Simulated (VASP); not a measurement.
Al:

```
Al
1.0
    -1.60700    1.60700    1.60700
     1.60700   -1.60700    1.60700
     1.60700    1.60700   -1.60700
Al
1
Direct
  0.00000 0.00000 0.00000
```

This isn't the form of Al at room conditions, which is fcc.

- Program: VASP 6.6.1
- Task: relaxation of cell and atoms
- Functional: r2SCAN
- Dispersion: rVV10
- Potentials or basis: VASP PAW PBE potentials, release 64 (Al)
- Cutoff: 600 eV
- k mesh: 18 × 18 × 18
- Occupations: gaussian, width 0.1 eV
- Spin: no spin polarisation

At the start: pressure -2.4 GPa; volume 16.60 Å³/atom.

**Question.** Where does the relaxation end?

**Answer.** Over 3 steps the energy falls by 4.0 meV/atom and the volume is 16.09 Å³/atom (-3.1 %); space group Im-3m (No. 229, to 0.05 Å).

The path:
| step | energy change (eV) | largest force (eV/Å) | pressure (GPa) | volume (Å³) |
| --- | --- | --- | --- | --- |
| 1 | 0.0000 | 0.0000 | -2.39 | 16.60 |
| 2 | -0.0039 | 0.0000 | 0.41 | 16.01 |
| 3 | -0.0040 | 0.0000 | 0.02 | 16.09 |

Final structure:
```yaml
crystal:
  lattice:
    - [-1.59032, 1.59032, 1.59032]
    - [1.59032, -1.59032, 1.59032]
    - [1.59032, 1.59032, -1.59032]
  atoms:
    - { symbol: Al, position: [0.00000, 0.00000, 0.00000] }
```

Caveat: the PAW data sets were made with another functional, which shifts forces and pressure a little.
